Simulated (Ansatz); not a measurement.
CsI (CsCl type, space group No. 221), PBEsol in the plane-wave PAW code Ansatz: ε∞ = 3.50, cell volume 91.56 Å³. Infrared-active transverse modes:

```tsv
ω_TO (cm⁻¹)	oscillator strength S_xx (e²/amu)
58.3	0.02689
```

Question: Compute the static dielectric constant.

Answer: Each mode adds (4.921e7/V) S/ω²: 4.25. So ε0 = 7.75.

Question: What LO frequency does the Lyddane–Sachs–Teller relation give?

Answer: ω_LO = ω_TO √(ε0/ε∞) = 87 cm⁻¹.

Space group Pm-3m (CsCl type). The PBEsol relaxation kept the symmetry of its start; of distortions, only those at the zone centre were tested. Scalar-relativistic: spin–orbit coupling is off unless named, which matters more the heavier the elements.

Potentials: the later of the program's two PAW sets.
